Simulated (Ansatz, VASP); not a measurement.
**TaN: VASP beside Ansatz**

INCAR

```
SYSTEM = TaN
  ALGO = Normal
  EDIFF = 1E-7
  ENCUT = 520
  GGA = PE
  ISIF = 2
  ISMEAR = -1
  LASPH = .TRUE.
  LCHARG = .FALSE.
  LREAL = .FALSE.
  LWAVE = .FALSE.
  NBANDS = 15
  NELM = 100
  PREC = Accurate
  SIGMA = 0.05
```

Contents of KPOINTS:

```
k-points
0
G
  10 10 10
  0 0 0
```

The input POSCAR:

```
TaN
1.0
    0.0000000000      2.2076756682      2.2076756682
    2.2076756682      0.0000000000      2.2076756682
    2.2076756682      2.2076756682      0.0000000000
Ta N
1 1
Direct
    0.5000000000      0.5000000000      0.5000000000
    0.0000000000      0.0000000000      0.0000000000
```

Contents of input.yaml:

```yaml
crystal:
  lattice:
    - [0.0, 2.2076756682, 2.2076756682]
    - [2.2076756682, 0.0, 2.2076756682]
    - [2.2076756682, 2.2076756682, 0.0]
  atoms:
    - { symbol: Ta, position: [0.5, 0.5, 0.5] }
    - { symbol: "N", position: [0.0, 0.0, 0.0] }
hamiltonian:
  xc: pbe
  pseudopotentials: { kind: paw }
kpoints:
  mp_grid: { grid: [10, 10, 10] }
scf:
  occupations: { method: fermi_dirac, width: 0.05 }
output:
  forces: true
  stress: true
  eigenvalues: true
```

Change from the starting cell: volume scaled by 1.04.

Alike in both runs: task single point; functional PBE; k mesh 10 × 10 × 10; occupations fermi-dirac, width 0.05 eV; no spin polarisation.

|  | VASP | Ansatz |
| --- | --- | --- |
| version | VASP 6.6.1 | Ansatz 0.2.0 |
| potentials or method | VASP PAW PBE potentials, release 64 (Ta_pv, N) | Ansatz PAW |
| plane-wave cutoff (eV) | 520 | 420 |
| valence electrons in the cell | 16 | 18 |

|  | VASP | Ansatz | Ansatz less VASP |
| --- | --- | --- | --- |
| gap on the k mesh at the Fermi level (eV) | none | none | - |
| pressure (GPa) | 1.1 | 0.3 | -0.79 |

A gap of «none» marks a metal or a gap that the smearing closes. The two sets of potentials don't hold the same shells in valence.

Caveats: the pressure holds a Pulay correction of +0.5 GPa for the finite cutoff (Ansatz). The runs have no spin-orbit coupling, so splittings on Ta are missing.
